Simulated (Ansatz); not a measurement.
The system is CuAu3.

```
Au Cu
1.0
     3.98000    0.00000    0.00000
     0.00000    3.98000    0.00000
     0.00000    0.00000    3.98000
Au Cu
3 1
Cartesian
  1.9900 1.9900 0.0000
  1.9900 0.0000 1.9900
  0.0000 1.9900 1.9900
  0.0000 0.0000 0.0000
```

Base run:

```yaml
Program: Ansatz 0.2.0
Functional: PBEsol
Potentials_or_basis: all-electron LAPW, non-relativistic
Cutoff: 244 eV
Density_cutoff: 977 eV
Basis_error_allowed: 0.002 eV/atom
k_mesh: 7 × 7 × 7
Occupations: fermi-dirac, width 0.05 eV
Spin: no spin polarisation
```

Its results: pressure 22.8 GPa.

Problem. The run is repeated on the same cell with these changes: potentials or basis from all-electron LAPW, non-relativistic to all-electron LAPW, inner shells corrected to Dirac's equation. What comes out?

Solution. Pressure -0.9 GPa.

Caveats: relativity is left out, which matters for the heavier elements (some runs).

Not every run made on this cell is shown here.
